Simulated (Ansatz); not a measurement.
The system is MnO.

```xyz
2
Lattice="0.0000 2.2239 2.2239 2.2239 0.0000 2.2239 2.2239 2.2239 0.0000" Properties=species:S:1:pos:R:3 pbc="T T T"
Mn    0.0000    0.0000    0.0000
O     2.2239    2.2239    2.2239
```

The cell is a database's computed one.

Base run:

```yaml
Program: Ansatz 0.2.0
Functional: r2SCAN0 form with a typed share of exact exchange
Potentials_or_basis: Ansatz PAW
Cutoff: "500 eV (not typed: the program's choice for these potentials)"
k_mesh: 6 × 6 × 6
Occupations: fermi-dirac, width 0.05 eV
Spin: collinear spin, ferromagnetic start
Starting_moments: "[4.0, 0.0] μB"
```

Its results: band gap on the k mesh 0.92 eV, indirect (least direct gap 3.91 eV); pressure -0.4 GPa; net moment 5.00 μB per cell; site moments Mn +4.30; O +0.24 μB.

Q: The run is repeated on the same cell with these changes: share of exact exchange from 0.1 to 0.5. What comes out?

A: Band gap on the k mesh 5.13 eV, indirect (least direct gap 7.32 eV); pressure -3.2 GPa; net moment 5.00 μB per cell; site moments Mn +4.39; O +0.20 μB.

Caveats: the magnetic or orbital state may not be the lowest; a cell with one magnetic atom can't hold antiferromagnetic order, which such compounds often take; the PAW data sets come from PBE, with cores solved anew for the run's functional, which leaves a small shift of forces and pressure; the thresholds are loose for stress.

A k mesh can miss the band edges.
